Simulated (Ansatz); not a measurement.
## What a trial cell of Si relaxes into

All numbers below come from DFT PBEsol, scalar-relativistic, plane waves, PAW in Ansatz. Cutoff 420 eV, Γ-centred k mesh, Gaussian smearing, no spin polarisation in the final step.

The start puts Si on the iodine structure type (Cmce, No. 64), at a guessed volume.

```xyz
4
Lattice="2.8742 -1.8996 0.0000 2.8742 1.8996 0.0000 0.0000 0.0000 7.7491" Properties=species:S:1:pos:R:3 pbc="T T T"
Si    2.8742   -1.3298    0.9066
Si    2.8742   -0.5699    4.7812
Si    2.8742    1.3298    6.8425
Si    2.8742    0.5699    2.9679
```

Cell and atoms relax at zero pressure; the relaxation can't lower the symmetry of the start. After a coarse first stage the cell is made exact in the group found at 0.06 Å.

Energies count from the standard state of Si at the same level.

(1) Which crystal results?

(2) What are its volume, energy, density and gap?

Answers

(1) It ends in Fmmm (No. 69). Conventional cell: a = 3.254 Å, b = 4.113 Å, c = 4.245 Å. Si is coordinated by 8 Si at 2.62–2.67 Å, 4 Si at 2.96 Å and 2 Si at 3.25 Å.

```
Si
1.0
     0.00000    2.05653    2.12238
     1.62715    0.00000    2.12238
     1.62715    2.05653    0.00000
Si
1
Cartesian
  1.6271 2.0565 2.1224
```

(2) The volume per atom is 14.20 Å³, the density is 3.28 g/cm³ and the energy over the standard structure is 0.39 eV/atom. The gap on the 24×24×24 mesh is 0 eV (a metal).

The final run used a 24×24×24 mesh on its 1-atom cell and 0.10 eV smearing. For metals, differences of a few meV/atom aren't resolved. A structure relaxed within its symmetry needn't be a true minimum.